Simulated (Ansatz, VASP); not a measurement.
Two plane-wave programs on Ga

The input INCAR:

```
SYSTEM = Ga
PREC = Accurate
ENCUT = 520
EDIFF = 1E-7
ISMEAR = -1
SIGMA = 0.1
LREAL = .False.
LASPH = .True.
NELM = 80
ALGO = Normal
ISIF = 2
LWAVE = .False.
LCHARG = .False.
GGA = CA
NBANDS = 34
```

File KPOINTS:

```
Automatic mesh
0
Gamma
  8 8 7
  0 0 0
```

File POSCAR:

```
Ga
1.0
    2.2178908173     -3.7419137528      0.0000000000
    2.2178908173      3.7419137528      0.0000000000
    0.0000000000      0.0000000000      4.4249628129
Ga
4
Direct
    0.8443628362      0.1556371638      0.0859373133
    0.6556371638      0.3443628362      0.5859373133
    0.1556371638      0.8443628362      0.9140626867
    0.3443628362      0.6556371638      0.4140626867
```

Input for Ansatz:

```yaml
crystal:
  lattice:
    - [2.2178908173, -3.7419137528, 0.0]
    - [2.2178908173, 3.7419137528, 0.0]
    - [0.0, 0.0, 4.4249628129]
  atoms:
    - { symbol: Ga, position: [0.8443628362, 0.1556371638, 0.0859373133] }
    - { symbol: Ga, position: [0.6556371638, 0.3443628362, 0.5859373133] }
    - { symbol: Ga, position: [0.1556371638, 0.8443628362, 0.9140626867] }
    - { symbol: Ga, position: [0.3443628362, 0.6556371638, 0.4140626867] }
hamiltonian:
  xc: lda
  pseudopotentials:
    kind: paw
    azcp:
      Ga: "pseudopotentials/Ga.paw.azcp"
basis:
  ecutwfc: 800
  fft_grid_basis: typed
kpoints:
  mp_grid: { grid: [8, 8, 7], shift: [0, 0, 0] }
magnetization:
  spin_polarized: false
scf:
  occupations: { method: fermi_dirac, width: 0.1 }
  lower_state_search: "off"
output:
  stress: true
  write_density: true
  write_potential: true
  elf: true
  volumetric_format: npy
```

Alike in both runs: task single point; functional LDA; k mesh 8 × 8 × 7; occupations fermi-dirac, width 0.1 eV; no spin polarisation.

|  | VASP | Ansatz |
| --- | --- | --- |
| version | VASP 6.6.1 | Ansatz 0.2.0 |
| potentials or method | VASP PAW LDA potentials, release 64 (Ga_d) | plane waves (800 eV) with PAW, scalar-relativistic |
| plane-wave cutoff (eV) | 520 | 800 |
| valence electrons in the cell | 52 | 52 |

```tsv
	VASP	Ansatz	Ansatz less VASP
pressure (GPa)	0.2	0.0	-0.21
```

Ansatz warned: «pseudo_functional_mismatch».
